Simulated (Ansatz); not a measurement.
Fe under changes of volume

One of the cells (11.435 Å³/atom); the others are scaled copies at fixed shape and fractional positions:

```
CELL_PARAMETERS angstrom
0.00000 1.94174 1.96511
1.49844 0.00000 1.96511
1.49844 1.94174 0.00000
ATOMIC_POSITIONS crystal
Fe 0.00000 0.00000 0.00000
```

```yaml
Program: Ansatz 0.2.0
Functional: PBE
Potentials_or_basis: Ansatz PAW
Cutoff: "420 eV (not typed: the program's choice for these potentials)"
k_mesh: 13 × 13 × 13
Occupations: fermi-dirac, width 0.05 eV
Spin: collinear spin, ferromagnetic start
Starting_moments: "[3.0] μB"
```

| volume (Å³/atom) | energy over the lowest point (meV/atom) | pressure (GPa) | moment (μB per cell) |
| --- | --- | --- | --- |
| 10.749 | 20.99 | 12.2 | 2.06 |
| 10.978 | 7.40 | 7.1 | 2.10 |
| 11.207 | 0.75 | 2.7 | 2.13 |
| 11.435 | 0.00 | -1.1 | 2.17 |
| 11.664 | 4.12 | -4.3 | 2.22 |
| 11.893 | ? | ? | ? |
| 12.121 | 23.96 | -9.4 | 2.32 |

Task: What does the run at 11.893 Å³/atom give?

Result: Energy over the lowest point 12.20 meV/atom; pressure -7.0 GPa; moment 2.27 μB per cell.

Worked out: A Birch-Murnaghan fit of order 3 (a polynomial in V^(-2/3)) to the other rows has its minimum at 11.35 Å³/atom with B0 = V·E''(V) = 182 GPa (rough, since the energies scatter) at fixed shape and positions, which overstates the stiffness. It gives 12.37 meV/atom at 11.893 Å³/atom, against the run's 12.20, and -dE/dV = -7.0 GPa, against -7.0. A parabola through the other rows of the moment, of slope 0.224 μB per Å³/atom there, gives 2.27 μB, against the run's 2.27.

Energies are extrapolated to zero smearing.
